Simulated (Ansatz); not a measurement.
This cell of InN (wurtzite) is off equilibrium:

```yaml
crystal:
  lattice:
    - [3.53693, 0.00000, 0.00000]
    - [-1.76847, 3.06307, 0.00000]
    - [0.00000, 0.00000, 5.71356]
  atoms:
    - { symbol: In, position: [0.57619, 0.33333, 0.97403] }
    - { symbol: In, position: [0.33333, 0.66667, 0.50203] }
    - { symbol: N, position: [0.66667, 0.33333, 0.62317] }
    - { symbol: N, position: [0.33333, 0.66667, 0.12317] }
```

Level of theory: PBEsol (plane waves to 420 eV, PAW, scalar-relativistic; Ansatz, a quantum-chemistry and plane-wave program). k mesh 9×9×5 (Γ-centred), Fermi-Dirac smearing 0.05 eV. E stands for the smeared free energy. Compression counts positive. With partly filled bands, energies and forces of such displacements shift with the k mesh and the smearing. At this level the bands of InN touch or barely overlap; measurements give the solid a gap. InN was relaxed with its symmetry unable to fall.

Task: What forces act on the atoms (eV/Å, Cartesian)?

Result: 
```
atom      Fx      Fy      Fz
----  ------  ------  ------
In1    2.487  -1.240   1.839
In2   -0.139   0.064  -1.067
N3     0.100  -0.069  -1.201
N4    -2.448   1.245   0.429
```

Task: What is the stress tensor (GPa)?

Result: 
```
    3.1     -5.4     -5.4
   -5.4      0.4      2.8
   -5.4      2.8      7.5
```
The pressure, a third of the trace, is 3.7 GPa.

Task: In it atom 1 sits (-0.320, 0.000, -0.160) Å away from its relaxed site. What is its energy relative to the relaxed cell?

Result: 598 meV/cell.

(A displaced cell: forces are minus the slopes of the energy, force constants its curvatures, and phonons follow from these.)
